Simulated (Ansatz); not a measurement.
# AlAu2 (I4/mmm) in Ansatz: reference runs

Aim: a first look at AlAu2 with PBEsol, on the cell as given and on a disturbed one.

All numbers are computed with Ansatz 0.2.0; they aren't measurements. Logs are shortened: lines on timing, memory, paths and dates and some standing lists are left out, and cuts for length are marked.

## 1. Starting point

Symmetry: I4/mmm, No. 139, tetragonal system. Conventional cell: a = 3.343 Å, b = 3.343 Å, c = 8.798 Å, α = 90.00°, β = 90.00°, γ = 90.00°. Au (site symmetry 4mm) has 5 Al at 2.73 to 3.02 Å and 5 Au at 2.75 to 2.88 Å as nearest neighbours. Around Al (site symmetry 4/mmm) lie 10 Au at 2.73 to 3.02 Å.

The cell comes from a database or a generator and needn't be the stable form of this composition.

## 2. Single point, PBEsol

input.yaml reads:

```yaml
crystal:
  lattice:
    - [-1.671514475, 1.671514475, 4.39907524]
    - [1.671514475, -1.671514475, 4.39907524]
    - [1.671514475, 1.671514475, -4.39907524]
  atoms:
    - { symbol: Au, position: [0.3437272, 0.3437272, 0.0] }
    - { symbol: Au, position: [0.6562728, 0.6562728, 0.0] }
    - { symbol: Al, position: [0.0, 0.0, 0.0] }
hamiltonian:
  xc: pbesol
  pseudopotentials: { kind: paw }
kpoints:
  mp_grid: { grid: [11, 11, 11] }
scf:
  occupations: { method: fermi_dirac, width: 0.05 }
output:
  forces: true
  stress: true
  eigenvalues: true
```

Potentials or basis: Ansatz PAW.

Started as:

```
ansatz run input.yaml --threads 2 --pin off --max-ram 5632MiB --backend cpu --events-out ev --progress --plain --runs-dir out
```

Log:

```text
Warning: RAYON_NUM_THREADS=2 ignored (pool sized by the plan → 2); use --threads N
basis.fft_grid_basis auto: the FFT boxes are laid along the combinations [[1, 0, 1], [0, 1, 1], [0, 0, 1]] of the cell's own vectors, 3.343, 3.343 and 4.994 Å long. The dense box has 24×24×36 points. Along the cell's own vectors, as sized, it would have 36×36×36, 2.25 times as many. Of the 16 symmetry operations that the crystal satisfies within crystal.symmetry.tolerance (time reversal apart; of a slab, those that keep its plane) the dense box along the cell's own vectors carries 16, and the one as laid loses 12 of those. basis.fft_grid_basis: typed keeps the cell's own vectors: state it where this run's energies or levels are differenced outside the engine with another run's, or held beside a run that keeps those vectors.
Engine: ansatz 0.2.0, x86_64-unknown-linux-gnu
Pseudopotentials: kind: paw
Pseudopotential: Au, paw, valence charge 19, recommended cutoff 420 eV (normal), Au.paw.azcp
Pseudopotential: Al, paw, valence charge 3, recommended cutoff 420 eV (normal), Al.paw.azcp
Functional definition: PBEsol
  exchange = pbesol_x
  correlation = pbesol_c
Crystal: 3 atoms, lattice volume = 49.163 Å³
Basis set: ecut = 420 eV, 987 PW (Γ), FFT grids on a1+a3, a2+a3, a3, exchange–correlation on 48×48×72 points (8 copies of the dense FFT grid, shifted against one another)
Bands: 25, of which v1, the nominal top of the filled ones, is band 21 counted from 1 (20 counted from 0)
Symmetry: 16 space group operations
Space group: I4/mmm (ITA 139), of the structure as read, at distance tolerance 3.7e-5 Å
k-points: 126 of 1331
Non-local potential: Au, projectors of the file, l = 0: 3, l = 1: 2, l = 2: 2, l = 3: 1
Non-local potential: Al, projectors of the file, l = 0: 2, l = 1: 2, l = 2: 1
PAW form: soft (Blöchl's): semilocal exchange-correlation on the pseudo side does not see the compensation charge
PAW frozen core: Au, regenerated for the run's functional, and the local potential with it (the file was generated under x = pbe(κ = 0.804, μ = 0.2195149727645171), c = pbe(β = 0.06672455060314922))
PAW frozen core: Al, regenerated for the run's functional, and the local potential with it (the file was generated under x = pbe(κ = 0.804, μ = 0.2195149727645171), c = pbe(β = 0.06672455060314922))
PAW one-centre angular grid: Au, 590 points (default); XC on 64 Gauss nodes
PAW one-centre angular grid: Al, 110 points (default); XC on 64 Gauss nodes
Initial density: superposition of atomic densities (neutral atoms: chi_scale 0, normalization atom), corrected by the library's trained network
Initial wavefunctions: pseudopotential atomic-orbital guess
Functional: x = pbesol(κ = 0.804, μ = 0.12345679012345678), c = pbesol(β = 0.046)
SCF iter   1: F=—  HF=-26539.804847 eV  |F-HF|=—  |Δ(HF+E_count)|=         —  Δρ=3.73e-3  dr2=7.92e-3  ethr=1.77e-3  ⟨swp⟩=5.6  Hψ=12295  notcnv=0
preconditioner: auto → Kerker (q_TF=auto, 2.647 Å⁻¹)  [metal: Δε(μ)=0.059 eV  Ē_g=9.413 eV  σ=0.050 eV  W_gap=0.28  n_scr=10 (ndim 8)  ℏωp=26.5 eV  f_vac=0.000  D(μ)=0.72/eV (n_scr^D=2)]
SCF iter   2: F=—  HF=-26539.804655 eV  |F-HF|=—  |Δ(HF+E_count)|=   1.93e-4  Δρ=2.28e-3  dr2=3.55e-3  ethr=1.93e-5  ⟨swp⟩=1.7  Hψ=4475  notcnv=0
SCF iter   3: F=—  HF=-26539.803627 eV  |F-HF|=—  |Δ(HF+E_count)|=   1.03e-3  Δρ=3.51e-4  dr2=9.54e-5  ethr=8.65e-6  ⟨swp⟩=2.4  Hψ=4569  notcnv=0
SCF iter   4: F=—  HF=-26539.803575 eV  |F-HF|=—  |Δ(HF+E_count)|=   5.15e-5  Δρ=8.72e-5  dr2=2.72e-6  ethr=2.33e-7  ⟨swp⟩=2.1  Hψ=4523  notcnv=0
SCF iter   5: F=—  HF=-26539.803575 eV  |F-HF|=—  |Δ(HF+E_count)|=   4.28e-7  Δρ=2.83e-5  dr2=2.77e-7  ethr=6.63e-9  ⟨swp⟩=2.3  Hψ=5133  notcnv=0
SCF iter   6: F=-26539.803575 eV  HF=-26539.803575 eV  |F-HF|=1.43e-8  |Δ(HF+E_count)|=   5.28e-8  Δρ=6.35e-6  dr2=2.35e-8  ethr=2.44e-10  ⟨swp⟩=5.5  Hψ=12228  notcnv=0
SCF 1 converged in 6 iterations: F = -26539.803575 eV  dr2 = 2.35e-8
SCF converged after 6 iterations
Free energy (F): -26539.803575 eV
Harris-Foulkes:  -26539.803575 eV  (|F-HF|=1.43e-8)
Internal energy: -26539.797394 eV  (E = F + TS)
E sigma→0 (E₀):  -26539.800484 eV
Entropy (-TS):   -0.006181 eV (-2.060 meV/atom)
Fermi energy:    17.312892 eV
--- Per-component energies (eV) ---
  E_band       = -530.731679
  E_kinetic    = 1233.010492
  E_local      = -4436.083395  (includes V_loc(G=0)·N_el)
  E_nonlocal   = 160.810812
  E_hartree    = 1910.456584
  E_xc         = -494.479187
  E_vxc        = -581.007224  (∫ρ·V_xc dr)
  E_paw        = -19584.137594  (= ΣΔE_a)
  E_vpaw       = -728.385628  (= ΣTr[D̂ρ^β])
  E_aug_tail   = 0.002747  (compensation charges beyond the density's cutoff)
  E_ewald      = -5330.015950
  E_core_change = 0.638097  (= ΣΔE_core)
  E_smearing   = -0.006181  (= −TS)
  E_closure    = -0.000000  (closes the sum)
  Σ components = -26539.803575   (vs F -26539.803575, Δ=0.00e0)
--- Forces (eV/Å), atoms counted from 1 ---
  atom   1  Au    -0.00000000     0.00000000    -0.05536715
  atom   2  Au     0.00000000     0.00000000     0.05536715
  atom   3  Al    -0.00000000    -0.00000000     0.00000000
  max |Σ_I F_I| component: 4.16e-17 eV/Å
--- Stress (GPa, compression-positive) ---
       -2.307051       0.000000      -0.000000
        0.000000      -2.307051      -0.000000
       -0.000000      -0.000000      -2.212078
  P = ⅓ Tr σ = -2.2754 GPa (-22.754 kbar)
--- Band table (eV; the first three rows and the last of 126) ---
  k-point 0: bands = ["-88.9525", "-88.9403", "-40.4321", "-40.3432", "-40.3432", "-40.2877", "-40.2877", "-40.2682", "6.3471", "10.5839", "11.0126", "11.9083", "12.2416", "12.2744", "12.4755", "12.4755", "12.5565", "12.5565", "13.8483", "16.1307", "18.4052", "23.1299", "23.1299", "24.0082", "24.0082"]
  k-point 1: bands = ["-88.9521", "-88.9405", "-40.4312", "-40.3453", "-40.3422", "-40.2932", "-40.2882", "-40.2669", "6.6031", "10.7443", "11.0986", "11.6690", "11.9088", "12.0334", "12.4881", "12.5511", "12.6342", "12.8148", "13.8445", "16.6133", "18.5486", "21.5213", "22.2095", "22.4866", "23.5386"]
  k-point 2: bands = ["-88.9511", "-88.9412", "-40.4283", "-40.3509", "-40.3380", "-40.3084", "-40.2898", "-40.2648", "7.3293", "11.0997", "11.1954", "11.3220", "11.5448", "12.0618", "12.1990", "12.4833", "12.5761", "13.1928", "13.9181", "17.7425", "18.9893", "19.8411", "20.9899", "21.0783", "22.3281"]
  k-point 125: bands = ["-88.9481", "-88.9446", "-40.3774", "-40.3509", "-40.3468", "-40.3317", "-40.2797", "-40.2785", "8.3217", "8.9064", "10.5953", "10.6955", "11.6329", "11.6753", "12.3718", "12.7648", "13.5289", "13.8656", "13.9523", "14.5026", "19.2193", "20.3488", "24.1102", "24.4695", "25.4092"]
```

It took 3.4 s on 2 threads of AMD EPYC 7R43 (Zen 3), shared host; peak memory 0.45 GiB.

Results:

- Free energy: -26539.8036 eV
- Pressure: -2.3 GPa
- Largest force: 0.055 eV/Å
- Band gap on the k mesh: none (metal or under the smearing width)

Forces in eV/Å, atoms in the order of the input:
```
Au   0.000  0.000 -0.055
Au   0.000  0.000  0.055
Al   0.000  0.000  0.000
```

Stress tensor (GPa, compression positive):
```
-2.31  0.00  0.00
 0.00 -2.31  0.00
 0.00  0.00 -2.21
```

Caveat: the PAW data sets come from PBE, with cores solved anew for the run's functional, which leaves a small shift of forces and pressure. Spin-orbit coupling is left out, which matters for the levels of Au.

## 3. Single point, PBEsol (atoms moved at random, drawn with an rms of 0.05 Å)

input.yaml, as its differences from that of step 2:

```diff
@@ -6,5 +6,5 @@
   atoms:
-    - { symbol: Au, position: [0.3437272, 0.3437272, 0.0] }
-    - { symbol: Au, position: [0.6562728, 0.6562728, 0.0] }
-    - { symbol: Al, position: [0.0, 0.0, 0.0] }
+    - { symbol: Au, position: [0.339357, 0.335106, -0.001156] }
+    - { symbol: Au, position: [0.664623, 0.646279, -0.004359] }
+    - { symbol: Al, position: [-0.007355, -0.009237, -0.010713] }
 hamiltonian:
```

Potentials or basis: Ansatz PAW.

Started as:

```
ansatz run input.yaml --threads 2 --pin off --max-ram 5632MiB --backend cpu --events-out ev --progress --plain --runs-dir out
```

Log:

```text
Warning: RAYON_NUM_THREADS=2 ignored (pool sized by the plan → 2); use --threads N
basis.fft_grid_basis auto: the FFT boxes are laid along the combinations [[1, 0, 1], [0, 1, 1], [0, 0, 1]] of the cell's own vectors, 3.343, 3.343 and 4.994 Å long. The dense box has 24×24×36 points. Along the cell's own vectors, as sized, it would have 36×36×36, 2.25 times as many. basis.fft_grid_basis: typed keeps the cell's own vectors: state it where this run's energies or levels are differenced outside the engine with another run's, or held beside a run that keeps those vectors.
Engine: ansatz 0.2.0, x86_64-unknown-linux-gnu
Pseudopotentials: kind: paw
Pseudopotential: Au, paw, valence charge 19, recommended cutoff 420 eV (normal), Au.paw.azcp
Pseudopotential: Al, paw, valence charge 3, recommended cutoff 420 eV (normal), Al.paw.azcp
Functional definition: PBEsol
  exchange = pbesol_x
  correlation = pbesol_c
Crystal: 3 atoms, lattice volume = 49.163 Å³
Basis set: ecut = 420 eV, 987 PW (Γ), FFT grids on a1+a3, a2+a3, a3, exchange–correlation on 48×48×72 points (8 copies of the dense FFT grid, shifted against one another)
Bands: 25, of which v1, the nominal top of the filled ones, is band 21 counted from 1 (20 counted from 0)
Symmetry: 1 space group operations
Space group: P1 (ITA 1), of the structure as read, at distance tolerance 3.7e-5 Å
k-points: 666 of 1331 (time reversal used)
Non-local potential: Au, projectors of the file, l = 0: 3, l = 1: 2, l = 2: 2, l = 3: 1
Non-local potential: Al, projectors of the file, l = 0: 2, l = 1: 2, l = 2: 1
PAW form: soft (Blöchl's): semilocal exchange-correlation on the pseudo side does not see the compensation charge
PAW frozen core: Au, regenerated for the run's functional, and the local potential with it (the file was generated under x = pbe(κ = 0.804, μ = 0.2195149727645171), c = pbe(β = 0.06672455060314922))
PAW frozen core: Al, regenerated for the run's functional, and the local potential with it (the file was generated under x = pbe(κ = 0.804, μ = 0.2195149727645171), c = pbe(β = 0.06672455060314922))
PAW one-centre angular grid: Au, 590 points (default); XC on 64 Gauss nodes
PAW one-centre angular grid: Al, 110 points (default); XC on 64 Gauss nodes
Initial density: superposition of atomic densities (neutral atoms: chi_scale 0, normalization atom), corrected by the library's trained network
Initial wavefunctions: pseudopotential atomic-orbital guess
Functional: x = pbesol(κ = 0.804, μ = 0.12345679012345678), c = pbesol(β = 0.046)
SCF iter   1: F=—  HF=-26539.789065 eV  |F-HF|=—  |Δ(HF+E_count)|=         —  Δρ=3.65e-3  dr2=7.72e-3  ethr=1.77e-3  ⟨swp⟩=5.6  Hψ=64764  notcnv=0
preconditioner: auto → Kerker (q_TF=auto, 2.647 Å⁻¹)  [metal: Δε(μ)=0.025 eV  Ē_g=9.393 eV  σ=0.050 eV  W_gap=0.13  n_scr=10 (ndim 8)  ℏωp=26.5 eV  f_vac=0.000  D(μ)=0.76/eV (n_scr^D=2)]
SCF iter   2: F=—  HF=-26539.788891 eV  |F-HF|=—  |Δ(HF+E_count)|=   1.75e-4  Δρ=2.23e-3  dr2=3.43e-3  ethr=1.88e-5  ⟨swp⟩=1.7  Hψ=23749  notcnv=0
SCF iter   3: F=—  HF=-26539.787891 eV  |F-HF|=—  |Δ(HF+E_count)|=   9.99e-4  Δρ=3.41e-4  dr2=8.96e-5  ethr=8.38e-6  ⟨swp⟩=2.4  Hψ=24369  notcnv=0
SCF iter   4: F=—  HF=-26539.787850 eV  |F-HF|=—  |Δ(HF+E_count)|=   4.08e-5  Δρ=8.85e-5  dr2=3.00e-6  ethr=2.19e-7  ⟨swp⟩=2.2  Hψ=24374  notcnv=0
SCF iter   5: F=—  HF=-26539.787850 eV  |F-HF|=—  |Δ(HF+E_count)|=   6.15e-7  Δρ=2.98e-5  dr2=3.16e-7  ethr=7.32e-9  ⟨swp⟩=2.2  Hψ=26453  notcnv=0
SCF iter   6: F=-26539.787850 eV  HF=-26539.787850 eV  |F-HF|=1.10e-8  |Δ(HF+E_count)|=   6.40e-8  Δρ=5.76e-6  dr2=1.94e-8  ethr=2.44e-10  ⟨swp⟩=5.3  Hψ=64383  notcnv=0
SCF 1 converged in 6 iterations: F = -26539.787850 eV  dr2 = 1.94e-8
SCF converged after 6 iterations
Free energy (F): -26539.787850 eV
Harris-Foulkes:  -26539.787850 eV  (|F-HF|=1.10e-8)
Internal energy: -26539.781547 eV  (E = F + TS)
E sigma→0 (E₀):  -26539.784698 eV
Entropy (-TS):   -0.006303 eV (-2.101 meV/atom)
Fermi energy:    17.310814 eV
--- Per-component energies (eV) ---
  E_band       = -529.981068
  E_kinetic    = 1232.961553
  E_local      = -4466.961408  (includes V_loc(G=0)·N_el)
  E_nonlocal   = 160.871360
  E_hartree    = 1926.257278
  E_xc         = -494.446809
  E_vxc        = -580.969441  (∫ρ·V_xc dr)
  E_paw        = -19584.155358  (= ΣΔE_a)
  E_vpaw       = -728.404924  (= ΣTr[D̂ρ^β])
  E_aug_tail   = 0.002769  (compensation charges beyond the density's cutoff)
  E_ewald      = -5314.949028
  E_core_change = 0.638097  (= ΣΔE_core)
  E_smearing   = -0.006303  (= −TS)
  E_closure    = -0.000000  (closes the sum)
  Σ components = -26539.787850   (vs F -26539.787850, Δ=0.00e0)
--- Forces (eV/Å), atoms counted from 1 ---
  atom   1  Au    -0.09330832     0.01690364     0.42865067
  atom   2  Au     0.09979914    -0.10292778    -0.44417271
  atom   3  Al    -0.00649136     0.08602697     0.01551743
  max |Σ_I F_I| component: 4.61e-6 eV/Å
--- Stress (GPa, compression-positive) ---
       -1.524964      -0.036912      -0.361284
       -0.036912      -1.526811       0.235915
       -0.361284       0.235915      -3.840806
  P = ⅓ Tr σ = -2.2975 GPa (-22.975 kbar)
--- Band table (eV; the first three rows and the last of 666) ---
  k-point 0: bands = ["-88.9333", "-88.9180", "-40.4008", "-40.3327", "-40.3323", "-40.2633", "-40.2609", "-40.2524", "6.3636", "10.5653", "10.9148", "11.9808", "12.1957", "12.3519", "12.5049", "12.5333", "12.5655", "12.5686", "13.9538", "16.2649", "18.2467", "23.2250", "23.2289", "23.9128", "23.9298"]
  k-point 1: bands = ["-88.9329", "-88.9183", "-40.4004", "-40.3350", "-40.3311", "-40.2671", "-40.2629", "-40.2508", "6.6211", "10.7132", "11.0027", "11.6546", "12.0102", "12.0841", "12.4368", "12.4846", "12.7365", "12.9392", "13.9478", "16.7146", "18.4028", "21.5638", "22.2459", "22.4531", "23.4703"]
  k-point 2: bands = ["-88.9319", "-88.9189", "-40.3989", "-40.3410", "-40.3266", "-40.2833", "-40.2634", "-40.2474", "7.3513", "11.0697", "11.1373", "11.2404", "11.6334", "12.1313", "12.1511", "12.5037", "12.6343", "13.3139", "14.0106", "17.8007", "18.8858", "19.8495", "20.9779", "21.1090", "22.2669"]
  k-point 665: bands = ["-88.9301", "-88.9204", "-40.3885", "-40.3530", "-40.3239", "-40.2914", "-40.2671", "-40.2533", "8.8205", "10.3875", "11.0881", "11.2379", "11.4813", "11.7478", "12.4085", "12.8554", "13.0989", "13.7477", "14.1470", "15.9993", "17.1811", "19.4529", "20.9274", "22.9831", "23.7931"]
```

Run time: 32 s. Hardware: 2 threads of AMD EPYC 7R43 (Zen 3), shared host; peak memory 0.95 GiB.

What came out:

```
Free energy            : -26539.7878 eV
Pressure               : -2.3 GPa
Largest force          : 0.467 eV/Å
Band gap on the k mesh : none (metal or under the smearing width)
```

Forces in eV/Å, atoms in the order of the input:
```
Au  -0.093  0.017  0.429
Au   0.100 -0.103 -0.444
Al  -0.006  0.086  0.016
```

Levels at points of the mesh, in eV from the Fermi level:
```tsv
k point	band 17	band 18	band 19	band 20	band 21	band 22	band 23	band 24	band 25
(0.00, 0.00, 0.00)	-4.75	-4.74	-3.36	-1.05	0.94	5.91	5.92	6.60	6.62
```

Caveat: the PAW data sets come from PBE, with cores solved anew for the run's functional, which leaves a small shift of forces and pressure. The run has no spin-orbit coupling, so splittings on Au are missing.
